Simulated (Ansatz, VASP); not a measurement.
# TiIn15P16 (Ti on the In site in InP): VASP beside Ansatz, part 2 of 2

Wanted: the spread between two codes on one cell, functional and k mesh. The cell is taken from a series of runs on this material, whose earlier steps may have relaxed, scaled, displaced or heated it; both programs get it as it stands.

VASP 6.6.1 and Ansatz 0.2.0.

So far: The starting structure; Ansatz: single point, HSE06.

## 3. VASP: single point, HSE06

Level of this step: HSE06; plane waves and PAW (In_d, Ti_sv, P) (VASP).

The same cell, functional, mesh and smearing now go to VASP, with its own data sets.

Lines of VASP's logs that name or quote its potential files are left out, and so is its time.

The run reads the wave functions of an earlier VASP run, which isn't shown here.

INCAR reads:

```
SYSTEM = TiIn15P16
PREC = Accurate
ENCUT = 400
EDIFF = 1E-06
NELM = 100
ISMEAR = -1
SIGMA = 0.01
LREAL = Auto
ALGO = Normal
LHFCALC = .TRUE.
AEXX = 0.25
GGA = PE
HFSCREEN = 0.208
LASPH = .TRUE.
NELECT = 286
NBANDS = 165
PRECFOCK = Fast
LORBIT = 11
LWAVE = .FALSE.
LCHARG = .FALSE.
ISIF = 2
```

POSCAR reads:

```
TiIn15P16
1.0
   -5.9600683665      5.9600683665     -5.9600683665
    5.9600683665      5.9600683665      5.9600683665
    5.9600683665     -5.9600683665     -5.9600683665
In Ti P
15 1 16
Direct
    0.9994826316      0.0020530132      0.9987252589
    0.9994856271      0.2496488386      0.7511326775
    0.0026594817      0.5004665297      0.5003294362
    0.0026734814      0.7512779233      0.2495793844
    0.2502958631      0.0004010467      0.7495813213
    0.2503010765      0.2528567792      0.5003615269
    0.2502822814      0.7512261514      0.0019952829
    0.4978725047      0.9988741805      0.4971495471
    0.5010700278      0.2528259743      0.2495635311
    0.5010707726      0.5004562951      0.0018945588
    0.4979062108      0.7480860345      0.7479871880
    0.7503080045      0.0004401234      0.2495808379
    0.7518455182      0.2496584164      0.9987704187
    0.7503350023      0.5004351675      0.7495819874
    0.7486185379      0.7480410503      0.4971625587
    0.2502626586      0.5004274221      0.2495548078
    0.9987292817      0.9990854960      0.7481703286
    0.0004995125      0.2506755709      0.5010983094
    0.0146631119      0.5004722362      0.2495531265
    0.0004897646      0.7520114765      0.9997774792
    0.2502808682      0.0018009923      0.4993890182
    0.2502792188      0.2648240301      0.2495462086
    0.2502801863      0.5004215906      0.0139513903
    0.2502793336      0.7502083374      0.7509299615
    0.5001041147      0.0017911914      0.2495572323
    0.5018109316      0.2506658434      0.9997654956
    0.5001256527      0.5004667439      0.7508827438
    0.4858413695      0.7360687148      0.4851716181
    0.7489600665      0.9991293216      0.9980412410
    0.7489407540      0.2488816721      0.7482215898
    0.7516161702      0.5004538012      0.4993637876
    0.7515988256      0.7502233282      0.2495609036
```

KPOINTS reads:

```
Automatic mesh
0
Gamma
1 1 1
0 0 0
```

The projector-augmented-wave data sets are In_d, Ti_sv and P (PBE family, release 64).

Started as:

```sh
> export OMP_NUM_THREADS=3
> mpirun -np 1 vasp_gam
```

Numbers of over 12 decimals in the logs are rounded to 6 here.

What it wrote:

```text
[banner, memory and clock lines left out]
running    1 mpi-ranks, on    1 nodes
[...]
Offloading initialized ...    1 GPUs detected
[...]
LDA part: xc-table for (Slater+PW92), standard interpolation
 found WAVECAR, reading the header
 POSCAR, INCAR and KPOINTS ok, starting setup
[...]
reading WAVECAR
 the WAVECAR file was read successfully
 initial charge from wavefunction
 entering main loop
       N       E                     dE             d eps       ncg     rms          rms(c)
DAV:   1    -0.170500391092E+03   -0.17050E+03   -0.74609E+00   412   0.118E+01    0.134E+01
DAV:   2    -0.170408539313E+03    0.91852E-01   -0.12779E+00   420   0.450E+00    0.120E+01
DAV:   3    -0.170393929845E+03    0.14609E-01   -0.32272E-01   364   0.247E+00    0.863E+00
DAV:   4    -0.170402941649E+03   -0.90118E-02   -0.48793E-02   428   0.928E-01    0.640E+00
[...]
DAV:  12    -0.170404353544E+03   -0.28664E-05   -0.27427E-06   316   0.574E-03    0.131E-01
DAV:  13    -0.170404354908E+03   -0.13642E-05   -0.52091E-07   223   0.382E-03    0.788E-02
DAV:  14    -0.170404355708E+03   -0.79961E-06   -0.33541E-07   215   0.352E-03
   1 F= -.17040436E+03 E0= -.17040436E+03  d E =-.493521E-15
```

OUTCAR, selected parts (step 3):

```text
  Total      -24.7235855    -24.7240166    -24.7191935     -0.0293415      0.0372072      0.0313099
  in kB      -46.7744103    -46.7752259    -46.7661010     -0.0555109      0.0703921      0.0592350
  external PRESSURE =     -46.7719124 kB  Pullay stress =       0.0000000 kB

 POSITION                                       TOTAL-FORCE (eV/Angst)
 -----------------------------------------------------------------------------------
      0.00772      0.01675    -11.89722         0.027343      0.026754      0.049517
      0.00772      2.96812     -8.94588         0.026602     -0.049804     -0.028747
      5.94896      0.01667     -0.01503        -0.027261      0.027921     -0.050032
      5.94924      3.00609      2.97422        -0.026602      0.049547     -0.027668
      2.97817     -2.97339     -5.95695         0.001235      0.000204      0.000716
      2.99742      0.01667     -2.96696         0.048931      0.026502      0.028391
      2.99755      5.95717      2.97377         0.049143     -0.026668     -0.026967
      5.94905      5.95767      0.02296        -0.027549     -0.027991      0.048316
      0.00786      3.00586     -2.96697         0.026696      0.050884      0.028152
      0.00763      5.95788     -0.01495         0.027613     -0.028048     -0.051216
      5.94914      2.96814     -2.96697        -0.026658     -0.049373      0.027414
     -2.98174      2.98699     -5.95678         0.000146      0.000534     -0.000114
      2.95967      0.01629     -8.94581        -0.049465      0.027491     -0.028820
      2.97814      2.98712     -5.95698         0.000667      0.000055      0.001045
[...]
-----------------------------------------------------------------------------------
    total drift:                                0.003575     -0.003239     -0.003741

  FREE ENERGIE OF THE ION-ELECTRON SYSTEM (eV)
  ---------------------------------------------------
  free  energy   TOTEN  =      -170.4043557078 eV

  energy  without entropy=     -170.4043557078  energy(sigma->0) =     -170.40435571

[... 3 further parts left out ...]
[key lines of the parts left out:]
E-fermi :   4.2817
```

The run ends at a pressure of -4.68 GPa, with forces up to 0.21 eV/Å.

## 4. Comparison

Known differences besides the potentials themselves: exact exchange at q = 0 is treated differently, which shows on coarse meshes; VASP keeps PBE cores, Ansatz makes them for the functional; the cutoff is 420 eV in Ansatz and 400 eV in VASP (PREC = Accurate, projectors in real space); VASP takes a coarser grid for exact exchange (PRECFOCK = Fast). Total energies have different zeros and are not compared.

Compared:

| quantity | Ansatz | VASP | difference |
| --- | --- | --- | --- |
| gap on the k mesh (eV) | 1.645 | 1.665 | -0.019 |

Forces on 9 of the 32 atoms, those with the largest forces and the largest differences (eV/Å; atoms numbered as in POSCAR):

| atom | Ansatz x, y, z | VASP x, y, z |
| --- | --- | --- |
| In10 | 0.029, -0.029, -0.049 | 0.028, -0.028, -0.051 |
| P17 | 0.068, 0.000, -0.001 | 0.069, 0.000, -0.002 |
| P19 | -0.124, 0.123, -0.123 | -0.123, 0.122, -0.123 |
| P22 | 0.123, 0.122, 0.123 | 0.123, 0.122, 0.122 |
| P23 | 0.123, -0.123, -0.123 | 0.123, -0.123, -0.122 |
| P25 | 0.000, -0.068, 0.000 | -0.001, -0.069, -0.002 |
| P27 | 0.000, 0.000, 0.067 | -0.002, 0.002, 0.069 |
| P28 | -0.124, -0.122, 0.123 | -0.124, -0.123, 0.122 |
| P30 | 0.001, 0.001, -0.067 | 0.002, 0.003, -0.068 |

The forces differ by 1.0 meV/Å r.m.s., which is 1.9 % of the r.m.s. force of 0.054 eV/Å (both taken over all components). A gap on the mesh is an upper bound, since the band edges may lie between its points. The cell carries a charge of +1 e against a uniform background, so its pressure also hangs on how the neutralising background is counted, and in a defect's cell a gap may be the spacing between its levels.

## 5. Summary of results

- r.m.s. force difference (single point, HSE06): 1.0 meV/Å

What this shows: The r.m.s. force difference is 1.0 meV/Å (single point, HSE06), within the 12 meV/Å picked in this series as the mark of a large difference. How closely two codes agree says nothing of how well the functional describes the real material.

[Lines on the potential files, build, host, timing and source positions are cut from VASP's logs without a mark.]

[Logs are printed without paths, hosts, clocks, repeated set-up lines and the standing remarks that a program may print on its own settings, such as how far it seeks lower states.]

[Hosts, paths, dates, database ids (printed as entryN), source tags and the programs' standing remarks are cut or masked in the printed files.]
